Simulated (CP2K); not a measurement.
Pd:

```
Pd
1.0
     2.75277    0.00000    0.00000
     1.37638    2.38397    0.00000
     1.37638    0.79466    2.24762
Pd
1
Direct
  0.00000 0.00000 0.00000
```

Base run:

```yaml
Program: CP2K 2026.2
Functional: PBEsol
Potentials_or_basis: POTENTIAL_UZH Pd GTH-PBE-q18; TZVP-MOLOPT-PBE-GTH basis
Density_cutoff: 10204 eV
k_mesh: 12 × 12 × 12
Occupations: fermi-dirac, width 0.05 eV
Spin: no spin polarisation
```

Its results: band gap on the k mesh none (metal or under the smearing width); pressure -1.0 GPa.

Problem. After a change of settings the same cell gave: band gap on the k mesh none (metal or under the smearing width); pressure -6.9 GPa. Which change was it?
A. functional from PBEsol to r2SCAN
B. functional from PBEsol to rev-vdW-DF2
C. functional from PBEsol to LDA
D. functional from PBEsol to WC

Solution. C.

LDA binds more tightly than PBEsol, so the same cell stands under less pressure.

Caveats: the potentials were made for another functional, which shifts forces and pressure; the basis of atomic orbitals isn't converged, which shifts pressures, moduli and gaps.

Runs at the PBE level aren't shown here.
